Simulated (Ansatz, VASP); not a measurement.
## As in VASP and in Ansatz

```xyz
2
Lattice="1.9055 1.1002 3.5603 -1.9055 1.1002 3.5603 0.0000 -2.2003 3.5603" Properties=species:S:1:pos:R:3 pbc="T T T"
As    0.0000    0.0000    2.4139
As    0.0000    0.0000    8.2670
```

Change from the starting cell: volume scaled by 1.04.

Alike in both runs: task single point; functional LDA; k mesh 9 × 9 × 9; occupations fermi-dirac, width 0.05 eV; no spin polarisation.

|  | VASP | Ansatz |
| --- | --- | --- |
| version | VASP 6.6.1 | Ansatz 0.2.0 |
| potentials or method | VASP PAW LDA potentials, release 64 (As), cutoff 520 eV | all-electron LAPW, scalar-relativistic |

|  | VASP | Ansatz | Ansatz less VASP |
| --- | --- | --- | --- |
| gap on the k mesh at the Fermi level (eV) | none | none | - |
| pressure (GPa) | -3.7 | -4.1 | -0.32 |
| largest component of the traceless stress (GPa) | 0.23 | 0.36 | +0.124 |
| rms of the force components (eV/Å) | 0.043 | 0.008 | -0.0358 |

Atom by atom the forces differ by 0.036 eV/Å (rms over components). A gap of «none» marks a metal or a gap that the smearing closes. Ansatz ran all-electron here, so the differences hold the error of VASP's frozen core and of both bases.
